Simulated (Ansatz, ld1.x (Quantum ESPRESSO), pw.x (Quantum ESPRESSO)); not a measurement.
**pw.x on bcc Al: one setting changed**

Potential: PAW, ld1.x (Quantum ESPRESSO) 7.5, PBE; core [Ne], reference 3s2 3p1; waves: 3s (bound): rcut 1.60, rcutus 1.95 bohr; 3s channel at 2.45 Ry: rcut 1.60, rcutus 1.95 bohr; 3p (bound): rcut 2.05, rcutus 2.65 bohr; 3p channel at 0.4 Ry: rcut 2.05, rcutus 2.65 bohr; 3d channel at 0.15 Ry: rcut 1.50, rcutus 2.00 bohr; local part: all-electron potential smoothed inside 1.85 bohr (lloc = -1); core correction: Bessel-smoothed model core, default radius (core density twice the valence density); augmentation: PSQ, inside the norm-conserving radii.

The reference run (k-mesh 14³, cutoffs 40/320 Ry, Fermi–Dirac 0.01 Ry, mixing_beta 0.4, conv_thr 1e-9, no spin) gives 0.16 GPa at 16.945 Å³/atom, where all-electron LAPW gives 0.07 GPa. This run, with its own iteration cap, changes smearing to mv.

```
&control
  calculation='scf', prefix='x', pseudo_dir='./', outdir='./tmp', tstress=.true., disk_io='none'
/
&system
  ibrav=0, nat=1, ntyp=1, ecutwfc=40, ecutrho=320, nbnd=8,
  occupations='smearing', smearing='mv', degauss=0.01
/
&electrons
  conv_thr=1e-09, mixing_beta=0.4, electron_maxstep=70
/
ATOMIC_SPECIES
Al 1.0 Al.UPF
CELL_PARAMETERS angstrom
  -1.61805716 1.61805716 1.61805716
  1.61805716 -1.61805716 1.61805716
  1.61805716 1.61805716 -1.61805716
ATOMIC_POSITIONS crystal
Al 0.0000 0.0000 0.0000
K_POINTS automatic
14 14 14 0 0 0
```

```bash
pw.x < Al.scf.in > Al.scf.out
```

How does the run end?

It converges in 5 iterations; the free energy moves by +11.7 meV/atom and the pressure by +0.05 GPa. This scheme is built to cancel the term in the square of the width that Fermi–Dirac smearing leaves in the F of a metal.

```
Message from routine setup:
     using ibrav=0 with symmetry is DISCOURAGED, use correct ibrav instead
     lattice parameter (alat)  =       5.2961  a.u.
     unit-cell volume          =     114.3505 (a.u.)^3
     number of electrons       =         3.00
     number of Kohn-Sham states=            8
     kinetic-energy cutoff     =      40.0000  Ry
     charge density cutoff     =     320.0000  Ry
     scf convergence threshold =      1.0E-09
     Exchange-correlation= SLA  PW   PBX  PBC
     number of k points=   104  Marzari-Vanderbilt smearing, width (Ry)=  0.0100
     iteration #  1     ecut=    40.00 Ry     beta= 0.40
     total energy              =     -39.49613311 Ry
     estimated scf accuracy    <       0.00509424 Ry
     iteration #  2     ecut=    40.00 Ry     beta= 0.40
     total energy              =     -39.49553866 Ry
     estimated scf accuracy    <       0.00164626 Ry
     iteration #  3     ecut=    40.00 Ry     beta= 0.40
     total energy              =     -39.49558536 Ry
     estimated scf accuracy    <       0.00000106 Ry
     iteration #  4     ecut=    40.00 Ry     beta= 0.40
     total energy              =     -39.49558555 Ry
     estimated scf accuracy    <       0.00000002 Ry
     iteration #  5     ecut=    40.00 Ry     beta= 0.40
     the Fermi energy is     7.6777 ev
!    total energy              =     -39.49558555 Ry
     estimated scf accuracy    <          1.3E-10 Ry
     smearing contrib. (-TS)   =      -0.00007767 Ry
     The total energy is F=E-TS. E is the sum of the following terms:
     one-electron contribution =       3.11625545 Ry
     hartree contribution      =       0.00314147 Ry
     xc contribution           =      -6.96686675 Ry
     ewald contribution        =      -5.35586600 Ry
     one-center paw contrib.   =     -30.29217205 Ry
     convergence has been achieved in   5 iterations
          total   stress  (Ry/bohr**3)                   (kbar)     P=        2.03
     Message from routine punch:
     Nothing written, as per user request (disk_io='none')
```

The run took about 7.1 s on one core of a shared host (Neoverse-V1, 32 threads, 247 GiB, load 25).
